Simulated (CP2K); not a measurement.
Ta and the effect of the dispersion correction

Symmetry: Im-3m, No. 229, cubic system. Conventional cell: a = 3.303 Å, b = 3.303 Å, c = 3.303 Å, α = 90.00°, β = 90.00°, γ = 90.00°. Ta (site symmetry m-3m) has 8 Ta at 2.86 Å as nearest neighbours.

Kept alike: task single point; functional PBE; k mesh 11 × 11 × 11; occupations fermi-dirac, width 0.05 eV; no spin polarisation. Program: CP2K, POTENTIAL_UZH Ta GTH-PBE-q13; TZVP-MOLOPT-PBE-GTH basis. The mesh is that of the run's cell of 1 atom. No spin-orbit coupling.

| dispersion correction | pressure (GPa) |
| --- | --- |
| D3(zero) | -5.14 |
| D3(BJ) | -4.59 |
| D3(BJ)+ATM | -3.84 |
| D4 | -1.28 |
| none | 1.52 |
| rVV10 | 0.13 |

Pressure is positive in compression. For a metal such a mesh leaves the last digits unconverged.

The pressure runs from -5.14 (D3(zero)) to 1.52 GPa (none). Dispersion terms mostly attract, so at fixed cell they lower the pressure.
